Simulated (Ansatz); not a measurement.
# GaN (Fm-3m) in Ansatz: a series of runs

Runs on GaN. Level: PBE. Tasks: single point.

All numbers are computed with Ansatz 0.2.0; they aren't measurements. Logs are shortened: lines on timing, memory, paths and dates and some standing lists are left out, and cuts for length are marked.

**1. The structure**

The structure is cubic, space group Fm-3m (No. 225). Conventional cell: a = 4.270 Å, b = 4.270 Å, c = 4.270 Å, α = 90.00°, β = 90.00°, γ = 90.00°. Ga (site symmetry m-3m) has 6 N at 2.14 Å as nearest neighbours. N (site symmetry m-3m) has 6 Ga at 2.14 Å as nearest neighbours.

Measurements of this composition are mostly on another form, of space group No. 186.

**2. Single point, PBE**

input.yaml

```yaml
crystal:
  lattice:
    - [0.0, 2.135235, 2.135235]
    - [2.135235, 0.0, 2.135235]
    - [2.135235, 2.135235, 0.0]
  atoms:
    - { symbol: Ga, position: [0.0, 0.0, 0.0] }
    - { symbol: "N", position: [0.5, 0.5, 0.5] }
kpoints:
  mp_grid: { grid: [7, 7, 7] }
scf:
  occupations: { method: fermi_dirac, width: 0.03 }
hamiltonian:
  xc: pbe
  pseudopotentials: { kind: all_electron, lapw: { basis_error: 0.001 } }
output:
  forces: true
  stress: true
  eigenvalues: true
```

Potentials or basis: all-electron LAPW, scalar-relativistic.

Run with:

```
ansatz run input.yaml --threads 1 --pin off --max-ram 3072MiB --backend cpu --events-out ev --progress --plain --runs-dir out
```

Log:

```text
Warning: RAYON_NUM_THREADS=1 ignored (pool sized by the plan → 1); use --threads N
LAPW: plane waves up to 9.546 Å⁻¹, error target 1.0e-3 eV per atom; small_component_spin mean_spin; N in spheres of 0.948 Å, 7 of its electrons in bands, Dirac shells []; Ga in spheres of 1.187 Å, 21 of its electrons in bands, Dirac shells [] (how accurate: hamiltonian.pseudopotentials.lapw.basis_error, Limitations)
Engine: ansatz 0.2.0, aarch64-unknown-linux-gnu
Pseudopotentials: kind: all_electron
Pseudopotential: Ga, LAPW, valence charge 21, lapw/all_electron/scalar/gaussian/Ga, Koelling and Harmon's equation, gaussian nucleus
Pseudopotential: N, LAPW, valence charge 7, lapw/all_electron/scalar/gaussian/N, Koelling and Harmon's equation, gaussian nucleus
Functional definition: PBE
  parameter kappa = 0.804
  parameter beta = 0.06672455060314922
  exchange = pbe_x(kappa = kappa, mu = beta*pi^2/3)
  correlation = pbe_c(beta = beta)
Crystal: 2 atoms, lattice volume = 19.470 Å³
Basis set: ecut = 347.1564203825958 eV, 283 PW (Γ), exchange–correlation at level 2
Bands: 18, of which v1, the nominal top of the filled ones, is band 14 counted from 1 (13 counted from 0)
Symmetry: 48 space group operations
Space group: Fm-3m (ITA 225), of the structure as read, at distance tolerance 2.7e-5 Å
k-points: 20 of 343
Non-local potential: Ga, projectors of the file, none
Non-local potential: N, projectors of the file, none
Initial density: superposition of atomic densities (chi_scale 0.1, normalization cell, long waves kept (reshape's long-wave potential 0.00 eV rms))
Initial wavefunctions: plane waves of lowest kinetic energy (no species holds an atomic orbital)
Functional: x = pbe(κ = 0.804, μ = 0.2195149727645171), c = pbe(β = 0.06672455060314922)
iter 1 solved again at ethr=1.40e-2 eV; its pass at ethr=1.00e-1 eV (dr2=3.92e0 eV) is discarded
SCF iter   1: F=—  HF=-54391.692165 eV  |F-HF|=—  |Δ(HF+E_count)|=         —  Δρ=1.31e-1  dr2=3.92e0  ethr=1.40e-2  ⟨swp⟩=2.0  Hψ=2313  notcnv=0
preconditioner: auto → none  [insulator: Δε(μ)=3.089 eV  Ē_g=18.270 eV  σ=0.030 eV  W_gap=1.00  n_scr=8 (ndim 8)  ℏωp=35.7 eV  f_vac=0.000  D(μ)=0.00/eV (n_scr^D=0)  ε∞_Penn≈4.8]
iter 2 solved again at ethr=1.34e-3 eV; its pass at ethr=1.40e-2 eV (dr2=3.74e-1 eV) is discarded
SCF iter   2: F=—  HF=-54390.332584 eV  |F-HF|=—  |Δ(HF+E_count)|=    1.36e0  Δρ=4.64e-2  dr2=3.74e-1  ethr=1.34e-3  ⟨swp⟩=2.0  Hψ=1917  notcnv=0
SCF iter   3: F=—  HF=-54389.922149 eV  |F-HF|=—  |Δ(HF+E_count)|=   4.10e-1  Δρ=1.49e-2  dr2=4.31e-2  ethr=1.34e-3  ⟨swp⟩=3.0  Hψ=1162  notcnv=0
SCF iter   4: F=—  HF=-54389.917960 eV  |F-HF|=—  |Δ(HF+E_count)|=         —  Δρ=2.44e-3  dr2=9.19e-4  ethr=1.54e-4  ⟨swp⟩=2.0  Hψ=1092  notcnv=0
the basis was enlarged: its passes take 106.8 KiB over the memory plan, 1 of 1 planned eigensolver slots
SCF iter   5: F=—  HF=-54389.914731 eV  |F-HF|=—  |Δ(HF+E_count)|=   3.23e-3  Δρ=9.22e-4  dr2=1.79e-4  ethr=3.28e-6  ⟨swp⟩=2.1  Hψ=1015  notcnv=0
SCF iter   6: F=—  HF=-54389.914616 eV  |F-HF|=—  |Δ(HF+E_count)|=   1.15e-4  Δρ=4.91e-4  dr2=5.11e-5  ethr=6.39e-7  ⟨swp⟩=2.0  Hψ=1012  notcnv=0
SCF iter   7: F=—  HF=-54389.914609 eV  |F-HF|=—  |Δ(HF+E_count)|=   6.98e-6  Δρ=1.24e-4  dr2=3.30e-6  ethr=1.83e-7  ⟨swp⟩=2.0  Hψ=1012  notcnv=0
SCF iter   8: F=-54389.914608 eV  HF=-54389.914608 eV  |F-HF|=2.11e-8  |Δ(HF+E_count)|=   4.82e-7  Δρ=1.58e-5  dr2=5.38e-8  ethr=1.18e-8  ⟨swp⟩=2.0  Hψ=1012  notcnv=0
SCF 1 converged in 8 iterations: F = -54389.914608 eV  dr2 = 5.38e-8
SCF converged after 8 iterations
Free energy (F): -54389.914608 eV
Harris-Foulkes:  -54389.914608 eV  (|F-HF|=2.11e-8)
Internal energy: -54389.914608 eV  (E = F + TS)
E sigma→0 (E₀):  -54389.914608 eV
Entropy (-TS):   -0.000000 eV (-0.000 meV/atom)
Fermi energy:    15.098437 eV
--- Per-component energies (eV) ---
  E_band       = -1375.100153
  E_kinetic    = 55425.348543
  E_xc         = -2248.858273
  E_electrostatic = -107566.404878  (all electrons and nuclei)
  E_smearing   = -0.000000  (= −TS)
  E_closure    = 0.000000  (closes the sum)
  E_atoms      = -54378.687074  (free atoms, spherical and without spin; not in F)
  Σ components = -54389.914608   (vs F -54389.914608, Δ=0.00e0)
  Basis errors (estimates in eV, not in F): energy 3.6e-4 per atom: plane waves 3.2e-4 (1.8e-4 summed), levels above the bands 1.5e-185, relativity 2.5e-8, radial functions 3.8e-5, core shells 8.4e-12; eigenvalues (radial functions only) 1.5e-5; not estimated: angular momenta, meshes, grids; target (lapw.basis_error) 1.0e-3; muffin-tin radii N 0.948 Å, Ga 1.187 Å
--- Forces (eV/Å), atoms counted from 1 ---
  atom   1  Ga    -0.00000000     0.00000000    -0.00000000
  atom   2  N      0.00000000    -0.00000000     0.00000000
  max |Σ_I F_I| component: 1.12e-30 eV/Å
--- Stress (GPa, compression-positive) ---
       -0.406844      -0.000000      -0.000000
       -0.000000      -0.406844       0.000000
       -0.000000       0.000000      -0.406844
  P = ⅓ Tr σ = -0.4068 GPa (-4.068 kbar)
--- Band table (eV; the first three rows and the last of 20) ---
  k-point 0: bands = ["-360.6216", "-128.1368", "-78.8811", "-78.8811", "-78.8811", "-2.2805", "0.6321", "0.6321", "0.6321", "0.7209", "0.7209", "14.2349", "14.2349", "14.2349", "16.6091", "29.1425", "29.1425", "29.1425"]
  k-point 1: bands = ["-360.6216", "-128.1368", "-78.8817", "-78.8812", "-78.8812", "-1.8995", "0.6196", "0.6411", "0.6411", "0.7076", "0.7076", "12.1839", "14.2738", "14.2738", "18.2178", "25.8088", "27.5989", "27.5989"]
  k-point 2: bands = ["-360.6216", "-128.1367", "-78.8830", "-78.8814", "-78.8814", "-0.8542", "0.5734", "0.5734", "0.5953", "0.7674", "0.7674", "9.2704", "14.3902", "14.3902", "19.4674", "23.8619", "25.2356", "25.2356"]
  k-point 19: bands = ["-360.6216", "-128.1366", "-78.8833", "-78.8831", "-78.8822", "-0.5917", "0.5905", "0.6646", "0.6873", "0.8719", "3.2107", "9.0086", "9.2837", "11.5608", "19.2609", "23.5912", "25.1720", "25.5430"]
```

It took 4.5 s on 1 thread of Arm Neoverse V1, shared host; peak memory 0.24 GiB.

What came out:

```
Free energy            : -54389.9146 eV
Pressure               : -0.4 GPa
Band gap on the k mesh : 0.82 eV, indirect (least direct gap 2.37 eV)
```

Levels at points of the mesh, in eV from the valence-band top:
| k point | band 10 | band 11 | band 12 | band 13 | band 14 | band 15 | band 16 | band 17 | band 18 |
| --- | --- | --- | --- | --- | --- | --- | --- | --- | --- |
| (0.00, 0.00, 0.00) | -13.95 | -13.95 | -0.44 | -0.44 | -0.44 | 1.94 | 14.47 | 14.47 | 14.47 |

Caveat: an odd mesh through Γ misses points on the zone boundary, where band edges often lie. PBE gaps usually lie below the measured ones, often by a third to a half.

**3. Single point, PBE**

input.yaml

```yaml
crystal:
  lattice:
    - [0.0, 2.135235, 2.135235]
    - [2.135235, 0.0, 2.135235]
    - [2.135235, 2.135235, 0.0]
  atoms:
    - { symbol: Ga, position: [0.0, 0.0, 0.0] }
    - { symbol: "N", position: [0.5, 0.5, 0.5] }
kpoints:
  mp_grid: { grid: [6, 6, 6] }
scf:
  occupations: { method: fermi_dirac, width: 0.05 }
hamiltonian:
  xc: pbe
  pseudopotentials: { kind: all_electron, datasets: crystal }
output:
  forces: true
  stress: true
  eigenvalues: true
```

Potentials or basis: all-electron PAW datasets made for the crystal.

Run with:

```
ansatz run input.yaml --threads 1 --pin off --max-ram 3072MiB --backend cpu --events-out ev --progress --plain --runs-dir out
```

Run time: 3.9 s. Hardware: 1 thread of Arm Neoverse V1, shared host; peak memory 0.39 GiB.

The run converged. Its results:

```yaml
Free_energy: -54389.9064 eV
Pressure: -0.4 GPa
Band_gap_on_the_k_mesh: 0.39 eV, indirect (least direct gap 2.37 eV)
```

Levels at points of the mesh, in eV from the valence-band top:
```csv
k point,band 6,band 7,band 8,band 9,band 10,band 11
"(0.00, 0.00, 0.00)",-14.01,-0.49,-0.49,-0.49,1.89,14.42
"(0.00, 0.00, -0.50)",-13.89,-8.11,-0.18,-0.18,4.56,8.91
"(0.00, -0.50, -0.50)",-11.11,-6.89,-2.94,-2.94,0.39,7.75
```

Caveat: the k mesh is coarse (spacing up to 0.42 Å⁻¹), so the values aren't converged.
